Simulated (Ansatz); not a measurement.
An Ansatz input:

```yaml
crystal:
  lattice:
    - [0.0, 3.1775819368, 3.1775819368]
    - [3.1775819368, 0.0, 3.1775819368]
    - [3.1775819368, 3.1775819368, 0.0]
  atoms:
    - { symbol: Ba, position: [0.0, 0.0, 0.0] }
hamiltonian:
  xc: pbe
  pseudopotentials:
    kind: paw_fr
    azcp:
      Ba: "pseudopotentials/Ba.paw.azcp"
basis:
  ecutwfc: 420
  fft_grid_basis: typed
kpoints:
  mp_grid: { grid: [9, 9, 9], shift: [0, 0, 0] }
magnetization:
  noncollinear: true
  spin_orbit: true
scf:
  occupations: { method: fermi_dirac, width: 0.1 }
```

and its output:

```
Engine: ansatz 0.2.0, x86_64-unknown-linux-gnu
Pseudopotentials: kind: paw_fr
Pseudopotential: Ba, paw_fr, valence charge 10, recommended cutoff 420 eV (normal) 
Functional definition: PBE
  parameter kappa = 0.804
  parameter beta = 0.06672455060314922
  exchange = pbe_x(kappa = kappa, mu = beta*pi^2/3)
  correlation = pbe_c(beta = beta)
non-collinear run that drives no moment, with spin-orbit: no starting moment large enough to seed its density (crystal.atoms[].spin), no starting occupations that ask for one, no magnetisation constraint and no magnetic field, so the semilocal B_xc is pinned to zero
Crystal: 1 atoms, lattice volume = 64.168 Å³
Basis set: ecut = 420 eV, 1243 PW (Γ)
Bands: 18, of which v1, the nominal top of the filled ones, is band 10 counted from 1 (9 counted from 0)
Symmetry: 48 space group operations + 48 with time reversal
Magnetic group: BNS 225.117 (UNI 1619), of the structure as read, at distance tolerance 4.0e-5 Å
k-points: 35 of 729
Projection manifold: j_resolved (fully-relativistic pseudo-atomic orbitals)
Non-local potential: Ba, projectors of the file, l = 0: 3, l = 1: 4, l = 2: 4, l = 3: 4
PAW form: soft (Blöchl's): semilocal exchange-correlation on the pseudo side does not see the compensation charge
PAW one-centre angular grid: Ba, 194 points (default); XC on 64 Gauss nodes
Initial density: superposition of atomic densities (chi_scale 0.1, normalization cell)
Initial wavefunctions: pseudopotential atomic-orbital guess
Functional: x = pbe(κ = 0.804, μ = 0.2195149727645171), c = pbe(β = 0.06672455060314922)
SCF iter   1: F=—  HF=-5954.308060 eV  |F-HF|=—  |Δ(HF+E_count)|=         —  Δρ=4.71e-3  dr2=1.06e-2  dr2_m=0.00e0 (ungated)  ethr=3.10e-3  |M|=0.00e0 ∫|m|=0.00e0 μB  |m|>n=0.0e0 m-floor=0.0e0 τ_xc=0.0e0  β_m=0.30  ⟨swp⟩=8.8  Hψ=2289  notcnv=0
spin=Noncollinear: Kerker preconditioning applied to the charge; magnetization (m_x, m_y, m_z) channels mix plain (no charge-response kernel on spin).
SCF iter   2: F=—  HF=-5954.309253 eV  |F-HF|=—  |Δ(HF+E_count)|=   1.19e-3  Δρ=3.58e-3  dr2=6.77e-3  dr2_m=0.00e0 (ungated)  ethr=1.06e-4  |M|=0.00e0 ∫|m|=0.00e0 μB  |m|>n=0.0e0 m-floor=0.0e0 τ_xc=0.0e0  β_m=0.63  ⟨swp⟩=1.1  Hψ=457  notcnv=0
SCF iter   3: F=—  HF=-5954.310900 eV  |F-HF|=—  |Δ(HF+E_count)|=   1.65e-3  Δρ=5.65e-4  dr2=3.99e-4  dr2_m=0.00e0 (ungated)  ethr=6.77e-5  |M|=0.00e0 ∫|m|=0.00e0 μB  |m|>n=0.0e0 m-floor=0.0e0 τ_xc=0.0e0  β_m=0.82  ⟨swp⟩=2.6  Hψ=498  notcnv=0
SCF iter   4: F=—  HF=-5954.310902 eV  |F-HF|=—  |Δ(HF+E_count)|=   2.28e-6  Δρ=2.28e-4  dr2=8.02e-5  dr2_m=0.00e0 (ungated)  ethr=3.99e-6  |M|=0.00e0 ∫|m|=0.00e0 μB  |m|>n=0.0e0 m-floor=0.0e0 τ_xc=0.0e0  β_m=0.91  ⟨swp⟩=1.2  Hψ=331  notcnv=0
SCF iter   5: F=—  HF=-5954.310911 eV  |F-HF|=—  |Δ(HF+E_count)|=   8.94e-6  Δρ=8.57e-5  dr2=7.49e-6  dr2_m=0.00e0 (ungated)  ethr=8.02e-7  |M|=0.00e0 ∫|m|=0.00e0 μB  |m|>n=0.0e0 m-floor=0.0e0 τ_xc=0.0e0  β_m=0.96  ⟨swp⟩=1.8  Hψ=410  notcnv=0
SCF iter   6: F=—  HF=-5954.310910 eV  |F-HF|=—  |Δ(HF+E_count)|=   1.75e-6  Δρ=2.98e-5  dr2=7.34e-7  dr2_m=0.00e0 (ungated)  ethr=7.49e-8  |M|=0.00e0 ∫|m|=0.00e0 μB  |m|>n=0.0e0 m-floor=0.0e0 τ_xc=0.0e0  β_m=0.98  ⟨swp⟩=2.9  Hψ=518  notcnv=0
SCF iter   7: F=-5954.310909 eV  HF=-5954.310909 eV  |F-HF|=7.08e-9  |Δ(HF+E_count)|=   1.25e-7  Δρ=3.48e-6  dr2=1.45e-8  dr2_m=0.00e0 (ungated)  ethr=1.00e-9  |M|=0.00e0 ∫|m|=0.00e0 μB  |m|>n=0.0e0 m-floor=0.0e0 τ_xc=0.0e0  ⟨swp⟩=1.4  Hψ=1004  notcnv=0
SCF 1 converged in 7 iterations: F = -5954.310909 eV  dr2 = 1.45e-8
SCF converged after 7 iterations
Magnetization: |M| = 0.0000 μB,  M = (+0.0000, +0.0000, +0.0000) μB
Absolute magnetization: 0.0000 μB (∫|m|)
  site 0: m = (+0.0000, +0.0000, +0.0000) μB, |m| = 0.0000 μB  (R = 1.85 Å)
Free energy (F): -5954.310909 eV
Harris-Foulkes:  -5954.310909 eV  (|F-HF|=7.08e-9)
Internal energy: -5954.253894 eV  (E = F + TS)
E sigma→0 (E₀):  -5954.282402 eV
Entropy (-TS):   -0.057015 eV (-57.015 meV/atom)
Fermi energy:    5.740517 eV
--- Per-component energies (eV) ---
  E_band       = -86.583183
  E_kinetic    = 166.417003
  E_local      = -382.355968  (includes V_loc(G=0)·N_el)
  E_nonlocal   = 57.040143
  E_hartree    = 120.857778
  E_xc         = -166.404843
  E_vxc        = -133.388758  (∫ρ·V_xc dr)
  E_paw        = -5230.384826  (= ΣΔE_a)
  E_vpaw       = -36.013500  (= ΣTr[D̂ρ^β])
  E_aug_tail   = -0.000002  (compensation charges beyond the density's cutoff)
  E_ewald      = -519.423179
  E_smearing   = -0.057015  (= −TS)
  E_closure    = 0.000000  (closes the sum)
  Σ components = -5954.310909   (vs F -5954.310909, Δ=0.00e0)
```
